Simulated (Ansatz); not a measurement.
# Sc: one contact scaled

Aim: change the length of one contact in Sc (Sc1–Sc2) by moving its two atoms, all else held, and follow energy and force. The runs shown use LAPW. Companion runs by PAW are cited. Its runs: the reference run (LAPW); shortest bond scaled by 0.76 (LAPW); shortest bond scaled by 0.7 (LAPW); shortest bond scaled by 0.64 (LAPW); shortest bond scaled by 0.58 (LAPW).

Program: Ansatz 0.2.0. Level of theory: DFT, LDA, all-electron LAPW, scalar-relativistic. These are calculated values, not measurements.

1 further run of the same task is left out (it didn't finish).

## Step 1: The system as given

It takes space group Fd-3m (No. 227, cubic). The conventional cell has a = 6.277 Å, b = 6.277 Å, c = 6.277 Å, α = 90.00°, β = 90.00°, γ = 90.00°. Around Sc (site symmetry -43m) lie 4 Sc at 2.72 Å.

Coordinates:

```
Sc
1.0
     0.00000    3.13859    3.13859
     3.13859    0.00000    3.13859
     3.13859    3.13859    0.00000
Sc
2
Cartesian
  -0.7846 -0.7846 -0.7846
  0.7846 0.7846 0.7846
```

Atoms are numbered in the order of the input: Sc1, Sc2.

## Step 2: The bond as given, LAPW

input.yaml

```yaml
crystal:
  lattice:
    - [0.0, 3.138591468, 3.138591468]
    - [3.138591468, 0.0, 3.138591468]
    - [3.138591468, 3.138591468, 0.0]
  atoms:
    - { symbol: Sc, position: [-0.125, -0.125, -0.125] }
    - { symbol: Sc, position: [0.125, 0.125, 0.125] }
kpoints:
  mp_grid: { grid: [8, 8, 8] }
scf:
  occupations: { method: fermi_dirac, width: 0.05 }
hamiltonian:
  xc: lda
  pseudopotentials: { kind: all_electron, lapw: { basis_error: 0.001 } }
output:
  forces: true
  stress: true
  eigenvalues: true
  populations: true
```

Started as:

```
$ ansatz run input.yaml --threads 1 --pin off --max-ram 2048MiB --backend cpu --events-out ev --progress --plain --runs-dir out
```

The log of the run, cut to the lines that bear on the results:

```text
Sc: projections on atomic orbitals take those of the free atom 1s2 2s2 2p6 3s2 3p6 3d1 4s2, of charge +0.00 (hamiltonian.pseudopotentials.projection_atoms)
LAPW: plane waves up to 7.756 Å⁻¹, error target 1.0e-3 eV per atom; small_component_spin mean_spin; Sc in spheres of 1.359 Å, 11 of its electrons in bands, Dirac shells []
[...]
Pseudopotentials: kind: all_electron
Pseudopotential: Sc, LAPW, valence charge 11, Koelling and Harmon's equation, gaussian nucleus
Functional definition: SPW92
[...]
Crystal: 2 atoms, lattice volume = 61.835 Å³
Basis set: ecut = 229.19541027617825 eV, 531 PW (Γ), exchange–correlation at level 2
Bands: 15, of which v1, the nominal top of the filled ones, is band 11 counted from 1 (10 counted from 0)
Symmetry: 48 space group operations
Space group: Fd-3m (ITA 227), of the structure as read, at distance tolerance 4.0e-5 Å
k-points: 29 of 512
[...]
SCF iter   1: F=—  HF=-41493.772384 eV  |F-HF|=—  |Δ(HF+E_count)|=         —  Δρ=5.06e-3  dr2=2.50e-2  ethr=1.12e-4  ⟨swp⟩=3.0  Hψ=3383  notcnv=0
[...]
SCF iter   8: F=-41493.756691 eV  HF=-41493.756691 eV  |F-HF|=2.34e-9  |Δ(HF+E_count)|=   3.05e-8  Δρ=1.16e-6  dr2=1.19e-9  ethr=2.24e-10  ⟨swp⟩=3.0  Hψ=1580  notcnv=0
[...]
SCF converged after 8 iterations
Free energy (F): -41493.756691 eV
[...]
E sigma→0 (E₀):  -41493.741404 eV
Entropy (-TS):   -0.030574 eV (-15.287 meV/atom)
Fermi energy:    6.682351 eV
[...]
--- Forces (eV/Å), atoms counted from 1 ---
  atom   1  Sc    -0.00000000    -0.00000000     0.00000000
  atom   2  Sc    -0.00000000     0.00000000    -0.00000000
[...]
--- Stress (GPa, compression-positive) ---
       -1.578625       0.000000       0.000000
        0.000000      -1.578625      -0.000000
        0.000000      -0.000000      -1.578625
  P = ⅓ Tr σ = -1.5786 GPa (-15.786 kbar)
--- Band table (eV; the first three rows and the last of 29) ---
  k-point 0: bands = ["-42.5997", "-42.2726", "-21.6736", "-21.6736", "-21.6736", "-21.1385", "-21.1385", "-21.1385", "2.5216", "6.6294", "6.6294", "6.9336", "6.9336", "6.9336", "8.4450"]
[...]
--- Löwdin populations: 2 sites ---
  site symbol       q [e]
     0     Sc     20.9405
     1     Sc     20.9405
  spilling = 0.002835 (of n_electrons = 42.000000)
```

Wall time 5 s (1 thread of Arm Neoverse V2, shared host); peak memory 0.25 GiB.

In short: pressure -1.58 GPa; no gap.

## Step 3: Shortest bond scaled by 0.76, LAPW

input.yaml, as its differences from that of step 2:

```diff
@@ -6,4 +6,4 @@
   atoms:
-    - { symbol: Sc, position: [-0.125, -0.125, -0.125] }
-    - { symbol: Sc, position: [0.125, 0.125, 0.125] }
+    - { symbol: Sc, position: [-0.215, -0.095, -0.095] }
+    - { symbol: Sc, position: [0.215, 0.095, 0.095] }
 kpoints:
```

Started as:

```
$ ansatz run input.yaml --threads 1 --pin off --max-ram 2048MiB --backend cpu --events-out ev --progress --plain --runs-dir out
```

The log of the run, cut to the lines that bear on the results:

```text
Sc: projections on atomic orbitals take those of the free atom 1s2 2s2 2p6 3s2 3p6 3d1 4s2, of charge +0.00 (hamiltonian.pseudopotentials.projection_atoms)
LAPW: plane waves up to 10.086 Å⁻¹, error target 1.0e-3 eV per atom; small_component_spin mean_spin; Sc in spheres of 1.033 Å, 19 of its electrons in bands, Dirac shells []
[...]
Pseudopotentials: kind: all_electron
Pseudopotential: Sc, LAPW, valence charge 19, Koelling and Harmon's equation, gaussian nucleus
Functional definition: SPW92
[...]
Crystal: 2 atoms, lattice volume = 61.835 Å³
Basis set: ecut = 387.5796526950258 eV, 1067 PW (Γ), exchange–correlation at level 2
Bands: 23, of which v1, the nominal top of the filled ones, is band 19 counted from 1 (18 counted from 0)
Symmetry: 12 space group operations
Space group: R-3m (ITA 166), of the structure as read, at distance tolerance 4.0e-5 Å
k-points: 65 of 512
[...]
SCF iter   9: F=-41493.358909 eV  HF=-41493.358909 eV  |F-HF|=5.90e-8  |Δ(HF+E_count)|=   2.08e-7  Δρ=7.73e-6  dr2=7.37e-8  ethr=1.50e-9  ⟨swp⟩=3.0  Hψ=4348  notcnv=0
[...]
SCF converged after 9 iterations
Free energy (F): -41493.358909 eV
[...]
E sigma→0 (E₀):  -41493.331427 eV
Entropy (-TS):   -0.054965 eV (-27.482 meV/atom)
Fermi energy:    6.390407 eV
[...]
--- Forces (eV/Å), atoms counted from 1 ---
  atom   1  Sc    -1.25433893     1.25433893     1.25433893
  atom   2  Sc     1.25433893    -1.25433893    -1.25433893
[...]
--- Stress (GPa, compression-positive) ---
       -0.960060      -7.291194      -7.291194
       -7.291194      -0.960060       7.291194
       -7.291194       7.291194      -0.960060
  P = ⅓ Tr σ = -0.9601 GPa (-9.601 kbar)
--- Band table (eV; the first three rows and the last of 65) ---
[... band rows left out ...]
[...]
--- Löwdin populations: 2 sites ---
  site symbol       q [e]
     0     Sc     20.9185
     1     Sc     20.9185
  spilling = 0.003880 (of n_electrons = 42.000000)
```

Run time: 25 s. Hardware: 1 thread of Arm Neoverse V2, shared host; peak memory 0.41 GiB.

Read from it: pressure -0.96 GPa; no gap; largest force 2.173 eV/Å.

## Step 4: Shortest bond scaled by 0.7, LAPW

input.yaml, as its differences from that of step 3:

```diff
@@ -6,4 +6,4 @@
   atoms:
-    - { symbol: Sc, position: [-0.215, -0.095, -0.095] }
-    - { symbol: Sc, position: [0.215, 0.095, 0.095] }
+    - { symbol: Sc, position: [-0.2375, -0.0875, -0.0875] }
+    - { symbol: Sc, position: [0.2375, 0.0875, 0.0875] }
 kpoints:
```

Started as:

```
$ ansatz run input.yaml --threads 1 --pin off --max-ram 2048MiB --backend cpu --events-out ev --progress --plain --runs-dir out
```

The log of the run, cut to the lines that bear on the results:

```text
Sc: projections on atomic orbitals take those of the free atom 1s2 2s2 2p6 3s2 3p6 3d1 4s2, of charge +0.00 (hamiltonian.pseudopotentials.projection_atoms)
LAPW: plane waves up to 10.920 Å⁻¹, error target 1.0e-3 eV per atom; small_component_spin mean_spin; Sc in spheres of 0.951 Å, 19 of its electrons in bands, Dirac shells []
[...]
Pseudopotentials: kind: all_electron
Pseudopotential: Sc, LAPW, valence charge 19, Koelling and Harmon's equation, gaussian nucleus
Functional definition: SPW92
[...]
Crystal: 2 atoms, lattice volume = 61.835 Å³
Basis set: ecut = 454.3547620201986 eV, 1363 PW (Γ), exchange–correlation at level 2
Bands: 23, of which v1, the nominal top of the filled ones, is band 19 counted from 1 (18 counted from 0)
Symmetry: 12 space group operations
Space group: R-3m (ITA 166), of the structure as read, at distance tolerance 4.0e-5 Å
k-points: 65 of 512
[...]
SCF iter  10: F=-41492.727142 eV  HF=-41492.727142 eV  |F-HF|=2.34e-9  |Δ(HF+E_count)|=   2.23e-8  Δρ=3.89e-6  dr2=1.47e-8  ethr=5.35e-10  ⟨swp⟩=3.0  Hψ=4292  notcnv=0
[...]
SCF converged after 10 iterations
Free energy (F): -41492.727142 eV
[...]
E sigma→0 (E₀):  -41492.706284 eV
Entropy (-TS):   -0.041716 eV (-20.858 meV/atom)
Fermi energy:    6.297045 eV
[...]
--- Forces (eV/Å), atoms counted from 1 ---
  atom   1  Sc    -3.56630762     3.56630762     3.56630762
  atom   2  Sc     3.56630762    -3.56630762    -3.56630762
[...]
--- Stress (GPa, compression-positive) ---
        3.908309     -12.577081     -12.577081
      -12.577081       3.908309      12.577081
      -12.577081      12.577081       3.908309
  P = ⅓ Tr σ = 3.9083 GPa (39.083 kbar)
--- Band table (eV; the first three rows and the last of 65) ---
[... band rows left out ...]
[...]
--- Löwdin populations: 2 sites ---
  site symbol       q [e]
     0     Sc     20.9137
     1     Sc     20.9137
  spilling = 0.004111 (of n_electrons = 42.000000)
```

Wall time 36 s (1 thread of Arm Neoverse V2, shared host); peak memory 0.46 GiB.

This run gives: pressure 3.91 GPa; no gap; largest force 6.177 eV/Å.

## Step 5: Shortest bond scaled by 0.64, LAPW

input.yaml, as its differences from that of step 4:

```diff
@@ -6,4 +6,4 @@
   atoms:
-    - { symbol: Sc, position: [-0.2375, -0.0875, -0.0875] }
-    - { symbol: Sc, position: [0.2375, 0.0875, 0.0875] }
+    - { symbol: Sc, position: [-0.26, -0.08, -0.08] }
+    - { symbol: Sc, position: [0.26, 0.08, 0.08] }
 kpoints:
```

Started as:

```
$ ansatz run input.yaml --threads 1 --pin off --max-ram 2048MiB --backend cpu --events-out ev --progress --plain --runs-dir out
```

The log of the run, cut to the lines that bear on the results:

```text
Sc: projections on atomic orbitals take those of the free atom 1s2 2s2 2p6 3s2 3p6 3d1 4s2, of charge +0.00 (hamiltonian.pseudopotentials.projection_atoms)
LAPW: plane waves up to 11.881 Å⁻¹, error target 1.0e-3 eV per atom; small_component_spin mean_spin; Sc in spheres of 0.870 Å, 19 of its electrons in bands, Dirac shells []
[...]
Pseudopotentials: kind: all_electron
Pseudopotential: Sc, LAPW, valence charge 19, Koelling and Harmon's equation, gaussian nucleus
Functional definition: SPW92
[...]
Crystal: 2 atoms, lattice volume = 61.835 Å³
Basis set: ecut = 537.7895440647063 eV, 1807 PW (Γ), exchange–correlation at level 2
Bands: 23, of which v1, the nominal top of the filled ones, is band 19 counted from 1 (18 counted from 0)
Symmetry: 12 space group operations
Space group: R-3m (ITA 166), of the structure as read, at distance tolerance 4.0e-5 Å
k-points: 65 of 512
[...]
SCF iter   8: F=-41491.077751 eV  HF=-41491.077751 eV  |F-HF|=2.56e-8  |Δ(HF+E_count)|=   1.09e-7  Δρ=1.57e-5  dr2=7.56e-8  ethr=3.24e-9  ⟨swp⟩=2.9  Hψ=4302  notcnv=0
[...]
SCF converged after 8 iterations
Free energy (F): -41491.077751 eV
[...]
E sigma→0 (E₀):  -41491.055052 eV
Entropy (-TS):   -0.045399 eV (-22.700 meV/atom)
Fermi energy:    6.218673 eV
[...]
--- Forces (eV/Å), atoms counted from 1 ---
  atom   1  Sc    -8.72433802     8.72433802     8.72433802
  atom   2  Sc     8.72433802    -8.72433802    -8.72433802
[...]
--- Stress (GPa, compression-positive) ---
       15.649351     -24.040274     -24.040274
      -24.040274      15.649351      24.040274
      -24.040274      24.040274      15.649351
  P = ⅓ Tr σ = 15.6494 GPa (156.494 kbar)
--- Band table (eV; the first three rows and the last of 65) ---
[... band rows left out ...]
[...]
--- Löwdin populations: 2 sites ---
  site symbol       q [e]
     0     Sc     20.9064
     1     Sc     20.9064
  spilling = 0.004455 (of n_electrons = 42.000000)
```

It took 42 s on 1 thread of Arm Neoverse V2, shared host; peak memory 0.53 GiB.

In short: pressure 15.65 GPa; no gap; largest force 15.111 eV/Å.

## Step 6: Shortest bond scaled by 0.58, LAPW

input.yaml, as its differences from that of step 5:

```diff
@@ -6,4 +6,4 @@
   atoms:
-    - { symbol: Sc, position: [-0.26, -0.08, -0.08] }
-    - { symbol: Sc, position: [0.26, 0.08, 0.08] }
+    - { symbol: Sc, position: [-0.2825, -0.0725, -0.0725] }
+    - { symbol: Sc, position: [0.2825, 0.0725, 0.0725] }
 kpoints:
```

Started as:

```
$ ansatz run input.yaml --threads 1 --pin off --max-ram 2048MiB --backend cpu --events-out ev --progress --plain --runs-dir out
```

The log of the run, cut to the lines that bear on the results:

```text
Sc: projections on atomic orbitals take those of the free atom 1s2 2s2 2p6 3s2 3p6 3d1 4s2, of charge +0.00 (hamiltonian.pseudopotentials.projection_atoms)
LAPW: plane waves up to 13.014 Å⁻¹, error target 1.0e-3 eV per atom; small_component_spin mean_spin; Sc in spheres of 0.788 Å, 19 of its electrons in bands, Dirac shells []
[...]
Pseudopotentials: kind: all_electron
Pseudopotential: Sc, LAPW, valence charge 19, Koelling and Harmon's equation, gaussian nucleus
Functional definition: SPW92
[...]
Crystal: 2 atoms, lattice volume = 61.835 Å³
Basis set: ecut = 645.3092425683031 eV, 2277 PW (Γ), exchange–correlation at level 2
Bands: 23, of which v1, the nominal top of the filled ones, is band 19 counted from 1 (18 counted from 0)
Symmetry: 12 space group operations
Space group: R-3m (ITA 166), of the structure as read, at distance tolerance 4.0e-5 Å
k-points: 65 of 512
[...]
SCF iter   9: F=-41487.356491 eV  HF=-41487.356491 eV  |F-HF|=2.10e-8  |Δ(HF+E_count)|=   1.70e-6  Δρ=8.45e-6  dr2=2.69e-8  ethr=2.50e-8  ⟨swp⟩=3.0  Hψ=4354  notcnv=0
[...]
SCF converged after 9 iterations
Free energy (F): -41487.356491 eV
[...]
E sigma→0 (E₀):  -41487.325751 eV
Entropy (-TS):   -0.061480 eV (-30.740 meV/atom)
Fermi energy:    6.142804 eV
[...]
--- Forces (eV/Å), atoms counted from 1 ---
  atom   1  Sc   -18.56910424    18.56910424    18.56910424
  atom   2  Sc    18.56910424   -18.56910424   -18.56910424
[...]
--- Stress (GPa, compression-positive) ---
       36.752791     -44.368127     -44.368127
      -44.368127      36.752791      44.368127
      -44.368127      44.368127      36.752791
  P = ⅓ Tr σ = 36.7528 GPa (367.528 kbar)
--- Band table (eV; the first three rows and the last of 65) ---
[... band rows left out ...]
[...]
--- Löwdin populations: 2 sites ---
  site symbol       q [e]
     0     Sc     20.8814
     1     Sc     20.8814
  spilling = 0.005647 (of n_electrons = 42.000000)
```

Wall time 59 s (1 thread of Arm Neoverse V2, shared host); peak memory 0.63 GiB.

Read from it: pressure 36.75 GPa; no gap; largest force 32.163 eV/Å.

## Step 7: The series in one table

Rows by PAW come from runs of the same series that aren't printed here.

Force along the bond: half the difference of the two atoms' forces, positive where it pushes them apart.

```
                         method  length (Å)  F from the given length (eV/cell)  force along the bond (eV/Å)  pressure (GPa)  largest force (eV/Å)
                           LAPW       1.576                              6.400                       32.163           36.75                32.163
                           LAPW       1.740                              2.679                       15.111           15.65                15.111
                           LAPW       1.903                              1.030                        6.177            3.91                 6.177
                           LAPW       2.066                              0.398                        2.173           -0.96                 2.173
                           LAPW       2.718                              0.000                        0.000           -1.58                 0.000
                            PAW       1.576                              6.424                       34.223           39.41                34.223
                            PAW       1.740                              2.631                       14.855           15.26                14.855
                            PAW       1.903                              1.018                        6.045            3.70                 6.045
                            PAW       2.066                              0.397                        2.152           -0.99                 2.152
                            PAW       2.718                              0.000                        0.000           -1.57                 0.000
PAW (partial_waves polarizable)       1.576                                  –                       34.190           39.37                34.190
```

## Step 8: Summary of results

| quantity | value |
| --- | --- |
| force along the bond, positive apart, at 1.576 Å (LAPW) | 32.16 eV/Å |
| force along the bond, positive apart, at 1.576 Å (PAW) | 34.22 eV/Å |
| force along the bond, positive apart, at 1.576 Å (PAW (partial_waves polarizable)) | 34.19 eV/Å |

In words: At 1.58 Å the force along the bond is 32.16 eV/Å by LAPW, and the energy stands 6.40 eV over the given length. With two atoms in the cell whole sublattices move, so the other contacts between the two sublattices change too; at scales over 1 some of them become the shortest. PAW's force differs from LAPW's by at most 2060 meV/Å, at 1.58 Å.
